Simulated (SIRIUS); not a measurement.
## Fe in SIRIUS: convergence with smearing width

Input of the first run (smearing width 0.4 eV); the others differ in this setting and in those tied to it:

File sirius.json:

```json
{
  "control": {
    "processing_unit": "cpu",
    "verbosity": 2,
    "num_bands_to_print": 15,
    "print_forces": true,
    "print_stress": true
  },
  "parameters": {
    "electronic_structure_method": "pseudopotential",
    "xc_functionals": ["XC_GGA_X_PBE", "XC_GGA_C_PBE"],
    "gk_cutoff": 9.5,
    "pw_cutoff": 26.9,
    "ngridk": [9, 9, 9],
    "shiftk": [0, 0, 0],
    "smearing": "gaussian",
    "smearing_width": 0.0146997289,
    "num_bands": 15,
    "num_mag_dims": 1,
    "num_dft_iter": 100,
    "energy_tol": 1e-08,
    "density_tol": 1e-06
  },
  "iterative_solver": {
    "type": "davidson",
    "min_tolerance": 1e-10
  },
  "mixer": {
    "type": "anderson",
    "beta": 0.5,
    "max_history": 8
  },
  "settings": {
    "tol_ne": 1e-10,
    "smooth_initial_mag": true
  },
  "unit_cell": {
    "lattice_vectors": [
      [-2.726874797835, 2.726874797835, 2.726874797835],
      [2.726874797835, -2.726874797835, 2.726874797835],
      [2.726874797835, 2.726874797835, -2.726874797835]
    ],
    "atom_coordinate_units": "lattice",
    "atom_types": ["Fe"],
    "atom_files": {
      "Fe": "Fe.json"
    },
    "atoms": {
      "Fe": [
        [0.0, 0.0, 0.0, 0.0, 0.0, 3.0]
      ]
    }
  }
}
```

Potentials or basis: SSSP 1.3.0 PBE efficiency.

Run with:

```bash
$ upf_to_json Fe.pbe-spn-kjpaw_psl.0.2.1.UPF
$ OMP_NUM_THREADS=1 sirius.scf --input=sirius.json --output=out.json --task=0
```

Hardware: 1 thread of Arm Neoverse V1, on a shared host.

```tsv
smearing width	energy less the tightest run, at zero smearing (meV/atom)	pressure (GPa)	absolute moment (μB)	SCF cycles	CPU time (s)	peak memory (GiB)
0.4 eV	-6.41	-8.62	2.39	28	56	0.37
0.3 eV	-4.03	-8.93	2.39	27	55	0.37
0.2 eV	-1.96	-9.38	2.37	30	58	0.37
0.136 eV	-1.06	-9.81	2.36	27	54	0.37
0.1 eV	-0.72	-10.12	2.34	28	55	0.37
0.05 eV	-0.83	-11.10	2.29	27	56	0.37
0.025 eV	not converged	-	-	-	-	-
0.01 eV	0.00	-8.31	2.44	29	56	0.37
```

Against the tightest run, the energy stays within 1 meV/atom from 0.1 eV on. Not settled before the last step: the pressure (to 0.1 GPa), the absolute moment (to 0.02 μB). Narrower smearing needs a denser k mesh, so at a fixed mesh the narrowest width isn't the most accurate. The tightest run that finished is the yardstick and may itself not be fully converged.
